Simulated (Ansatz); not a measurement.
The system is MoS2.

```
Mo S
1.0
     1.58000    0.91221    6.15000
    -1.58000    0.91221    6.15000
     0.00000   -1.82443    6.15000
Mo S
1 2
Direct
  0.00000 0.00000 0.00000
  0.41700 0.41700 0.41700
  0.25000 0.25000 0.25000
```

Measurements of this composition are mostly on another form, of space group No. 194.

```yaml
Program: Ansatz 0.2.0
Task: single point
Functional: PBEsol
Potentials_or_basis: Ansatz PAW
Cutoff: "420 eV (not typed: the program's choice for these potentials)"
k_mesh: 10 × 10 × 10
Occupations: fermi-dirac, width 0.05 eV
Spin: no spin polarisation
```

On this cell: pressure 0.3 GPa; largest force 0.259 eV/Å; band gap on the k mesh 0.91 eV, indirect (least direct gap 1.96 eV).

The same run follows on a disturbed copy (atoms moved at random, drawn with an rms of 0.05 Å):

```
Mo S
1.0
     1.58000    0.91221    6.15000
    -1.58000    0.91221    6.15000
     0.00000   -1.82443    6.15000
Mo S
1 2
Direct
  0.00109 0.99465 0.00229
  0.39382 0.43175 0.43359
  0.24200 0.24394 0.26031
```

Problem. What changes?

Solution. The energy moves by +17.0 meV/atom; pressure -3.0 GPa; largest force 1.193 eV/Å; band gap on the k mesh 0.85 eV, indirect (least direct gap 1.90 eV).

Forces on the atoms (eV/Å):
```
Mo  -0.767 -0.504  0.763
S    0.605  0.250 -0.819
S    0.161  0.254  0.056
```

Stress tensor (GPa, compression positive):
```
-3.10 -0.66  2.06
-0.66 -2.18  0.02
 2.06  0.02 -3.68
```

Caveats: the PAW data sets come from PBE, with cores solved anew for the run's functional, which leaves a small shift of forces and pressure.

A k mesh can miss the band edges.
